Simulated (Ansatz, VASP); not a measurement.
**Two plane-wave programs on Bi2TeSe2 (Skippenite)**

```xyz
5
Lattice="2.0775 1.1994 9.6471 -2.0775 1.1994 9.6471 0.0000 -2.3988 9.6471" Properties=species:S:1:pos:R:3 pbc="T T T"
Bi    0.0000    0.0000   17.4210
Bi    0.0000    0.0000   11.5204
Te    0.0000    0.0000    0.0000
Se    0.0000    0.0000   22.8174
Se    0.0000    0.0000    6.1240
```

Change from the starting cell: volume scaled by 0.98.

Alike in both runs: task single point; functional PBEsol; k mesh 7 × 7 × 7; occupations fermi-dirac, width 0.05 eV; no spin polarisation.

```csv
,VASP,Ansatz
version,VASP 6.6.1,Ansatz 0.2.0
potentials or method,"VASP PAW PBE potentials, release 64 (Bi_d, Te, Se)",Ansatz PAW
plane-wave cutoff (eV),520,420
valence electrons in the cell,48,78
```

Ansatz gave:

| Property | Result |
| --- | --- |
| gap on the k mesh at the Fermi level (eV) | 0.41 |
| least direct gap on the mesh (eV) | 0.41 |
| pressure (GPa) | 3.3 |
| largest component of the traceless stress (GPa) | 0.23 |
| rms of the force components (eV/Å) | 0.687 |

Which values does VASP return?

gap on the k mesh at the Fermi level (eV): 0.42; least direct gap on the mesh (eV): 0.42; pressure (GPa): 3.3; largest component of the traceless stress (GPa): 0.24; rms of the force components (eV/Å): 0.684.

Atom by atom the forces differ by 0.005 eV/Å (rms over components). With one functional, cell and mesh, what is left measures potentials, basis and numerics. The two sets of potentials don't hold the same shells in valence.

Caveats: spin-orbit coupling is left out, which as a rule narrows the gap of such compounds by several tenths of an eV; the PAW data sets were made with another functional, which shifts forces and pressure a little (VASP); an odd mesh through Γ misses points on the zone boundary, where band edges often lie (VASP); odd divisions of the mesh miss points on the zone boundary, where band edges often lie, so the gap on the mesh can be too wide (Ansatz); the PAW data sets come from PBE, with cores solved anew for the run's functional, which leaves a small shift of forces and pressure (Ansatz); forces of over 1 eV/Å show positions far from the minimum, so gaps and moduli don't describe the material at rest (Ansatz).
